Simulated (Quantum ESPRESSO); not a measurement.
ZnS (Wurtzite-2H) in Quantum ESPRESSO: convergence with density cutoff

ZnS (Wurtzite-2H):

```
Zn S
1.0
     3.81100    0.00000    0.00000
    -1.90550    3.30042    0.00000
     0.00000    0.00000    6.23400
Zn S
2 2
Direct
  0.66667 0.33333 0.50000
  0.33333 0.66667 0.00000
  0.66667 0.33333 0.88500
  0.33333 0.66667 0.38500
```

| Property | Result |
| --- | --- |
| Program | Quantum ESPRESSO 7.5 |
| Task | single point |
| Functional | PBE |
| Potentials or basis | GBRV 1.5 PBE |
| Cutoff | 612 eV |
| Density cutoff | 2449 eV |
| k mesh | 8 × 8 × 5 |
| Occupations | fermi-dirac, width 0.05 eV |
| Spin | no spin polarisation |

These are the settings of the first run; the series varies density cutoff, with any setting tied to it.

Hardware: 1 thread of Arm Neoverse V2 (shared host).

```
density cutoff  energy less the tightest run, at zero smearing (meV/atom)  SCF cycles  CPU time (s)  peak memory (GiB)
        180 Ry                                                       0.02          10            49               0.15
        225 Ry                                                       0.01          10            51               0.18
        270 Ry                                                      -0.03          10            52               0.21
        315 Ry                                                      -0.03          10            54               0.25
        360 Ry                                                      -0.04          10            57               0.29
        450 Ry                                                      -0.03          10            61               0.38
        540 Ry                                                       0.00          10            66               0.47
        720 Ry                                                       0.00          10            78               0.65
```

Against the tightest run, the energy stays within 1 meV/atom from 180 Ry on. The tightest run that finished is the yardstick and may itself not be fully converged.
